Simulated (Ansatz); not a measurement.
Runs of Ansatz 0.2.0 on KBr. It takes space group Fm-3m (No. 225, cubic). The conventional cell has a = 6.600 Å, b = 6.600 Å, c = 6.600 Å, α = 90.00°, β = 90.00°, γ = 90.00°. Br (site symmetry m-3m) has 6 K at 3.30 Å as nearest neighbours. K (site symmetry m-3m) has 6 Br at 3.30 Å as nearest neighbours. 

```csv
task,level,k mesh,smearing,atoms under strain,points for each segment of the path,q mesh,gap on the mesh (eV),pressure (GPa)
elastic constants,PBE,5 × 5 × 5,fixed,relaxed,-,-,4.44,0.7
single point,PBE,7 × 7 × 7,gaussian 0.1 eV,-,-,-,4.44,0.7
Born charges and dielectric tensor,PBEsol,7 × 7 × 7,fixed,-,-,-,4.28,-
band structure,PBE0,4 × 4 × 4,fermi-dirac 0.05 eV,-,4,-,(a),0.4
elastic constants,PBEsol,5 × 5 × 5,fixed,relaxed,-,-,4.28,-0.3
single point,PBE,7 × 7 × 7,gaussian 0.05 eV,-,-,-,4.44,0.7
phonons,PBEsol,5 × 5 × 5,fixed,-,8,2 × 2 × 2,4.28,-
Born charges and dielectric tensor,PBE,7 × 7 × 7,fixed,-,-,-,4.44,-
```

Alike in all rows: potentials or basis Ansatz PAW; no spin polarisation; cell as given; cutoff (eV) 420.

**Question.** Fill in the values left out.

**Answer.** (a) 6.32.

Caveats: odd divisions of the mesh miss points on the zone boundary, where band edges often lie, so the gap on the mesh can be too wide (some runs); the PAW data sets come from PBE, with cores solved anew for the run's functional, which leaves a small shift of forces and pressure (some runs); the thresholds are loose for stress (some runs).

A k mesh can miss the band edges, and the runs leave out spin-orbit coupling on Br.
